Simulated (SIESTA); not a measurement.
Pd:

```xyz
1
Lattice="0.0000 1.9465 1.9465 1.9465 0.0000 1.9465 1.9465 1.9465 0.0000" Properties=species:S:1:pos:R:3 pbc="T T T"
Pd    0.0000    0.0000    0.0000
```

Base run:

```yaml
Program: SIESTA 5.4.2
Functional: PBE
Potentials_or_basis: PseudoDojo 0.4 standard (PBE files)
Basis: TZP (energy shift 0.002 Ry)
Grid_cutoff: 800 Ry
Energy_shift: 0.002 Ry
k_mesh: 12 × 12 × 12
Occupations: fermi-dirac, width 0.05 eV
Spin: no spin polarisation
```

Its results: band gap on the k mesh none (metal or under the smearing width); pressure 6.4 GPa.

**Question.** After a change of settings the same cell gave: band gap on the k mesh none (metal or under the smearing width); pressure 4.3 GPa. Which change was it?
A. basis from TZP (energy shift 0.002 Ry) to DZ (energy shift 0.002 Ry)
B. functional from PBE to RPBE; basis from TZP (energy shift 0.002 Ry) to DZP (energy shift 0.002 Ry)
C. functional from PBE to RGE2; basis from TZP (energy shift 0.002 Ry) to DZP (energy shift 0.002 Ry)
D. basis from TZP (energy shift 0.002 Ry) to TZDP (energy shift 0.002 Ry)

**Answer.** A.

Caveats: semicore shells carry a single zeta, which can move pressures by several GPa and volumes by a few percent; the basis of atomic orbitals isn't converged, which shifts pressures, moduli and gaps; the basis has no polarisation orbitals (some runs).

Not every run made on this cell is shown here.
